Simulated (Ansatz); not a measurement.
Runs of Ansatz 0.2.0 on CuO. It takes space group Cc (No. 9, monoclinic). Conventional cell: a = 4.689 Å, b = 3.427 Å, c = 5.132 Å, α = 90.00°, β = 99.65°, γ = 90.00°. Cu (site symmetry 1) has 4 O at 1.91 to 2.02 Å as nearest neighbours. O (site symmetry 1) has 4 Cu at 1.91 to 2.02 Å as nearest neighbours. 

```tsv
task	level	U	cell	cutoff (eV)	points for each segment of the path	hubbard projectors	double counting	gap on the mesh (eV)	pressure (GPa)	relaxed volume (Å³/atom)	largest force (eV/Å)
band structure	PBEsol+U	Cu d U = 5.3 eV	as given	420	14	ortho-atomic (the default)	fll (the default)	none	-0.1	-	(a)
relaxation of cell and atoms	PBE+U	Cu d U = 4.5 eV	relaxed	420	-	ortho-atomic (the default)	fll (the default)	none	0.0	(b)	-
density of states	r2SCAN	-	as given	500	-	-	-	none	-1.3	-	0.73
relaxation of cell and atoms	PBE+U	Cu d U = 5.3 eV	relaxed	420	-	ortho-atomic (the default)	fll (the default)	none	0.0	11.43	-
```

Alike in all rows: potentials or basis Ansatz PAW; no spin polarisation; k mesh 10 × 10 × 5; smearing fermi-dirac 0.05 eV.

**Question.** Fill in the values left out.

**Answer.** (a) 0.80; (b) 11.39.

Caveats: the run has no spin polarisation, though such a crystal can be magnetic; U without spin polarisation on a metal has little footing (some runs); the PAW data sets come from PBE, with cores solved anew for the run's functional, which leaves a small shift of forces and pressure (some runs); the plane-wave basis is chosen anew once the cell has moved, so the energies of steps on either side of that aren't comparable (some runs); the volume moved by +12 % from the deposited cell, more than functionals usually miss (some runs); semilocal functionals often make such compounds metallic where correlation or magnetic order opens a gap, which also shifts bond lengths (some runs).

A gap of «none» marks a metal or a gap under the smearing width.
